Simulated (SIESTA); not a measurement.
Cs2AgBiBr6:

```
CELL_PARAMETERS angstrom
0.00000 5.61610 5.61610
5.61610 0.00000 5.61610
5.61610 5.61610 0.00000
ATOMIC_POSITIONS crystal
Bi 0.00000 0.00000 0.00000
Cs 0.75000 0.75000 0.75000
Cs 0.25000 0.25000 0.25000
Ag 0.50000 0.50000 0.50000
Br 0.74945 0.74945 0.25055
Br 0.25055 0.25055 0.74945
Br 0.74945 0.25055 0.25055
Br 0.74945 0.25055 0.74945
Br 0.25055 0.74945 0.74945
Br 0.25055 0.74945 0.25055
```

Base run:

- Program: SIESTA 5.4.2
- Functional: PBEsol
- Potentials or basis: PseudoDojo 0.4 standard (PBEsol files)
- Basis: DZP (energy shift 0.003 Ry; two zetas on semicore shells; d shell added on Cs)
- Grid cutoff: 800 Ry
- Energy shift: 0.003 Ry
- k mesh: 4 × 4 × 4
- Occupations: fermi-dirac, width 0.05 eV
- Spin: no spin polarisation

Its results: band gap on the k mesh 1.23 eV, indirect (least direct gap 2.41 eV); pressure 0.3 GPa; largest force 0.445 eV/Å.

Task: The run is repeated on the same cell with these changes: functional from PBEsol to LDA; potentials or basis from PseudoDojo 0.4 standard (PBEsol files) to PseudoDojo 0.4 standard (LDA files). What comes out?

Result: Band gap on the k mesh 1.16 eV, indirect (least direct gap 2.31 eV); pressure -1.1 GPa; largest force 0.472 eV/Å.

Caveats: short orbitals over semicore shells can move pressures by several GPa; spin-orbit coupling is left out, which as a rule narrows the gap of such compounds by several tenths of an eV; the basis of atomic orbitals isn't converged, which shifts pressures, moduli and gaps.
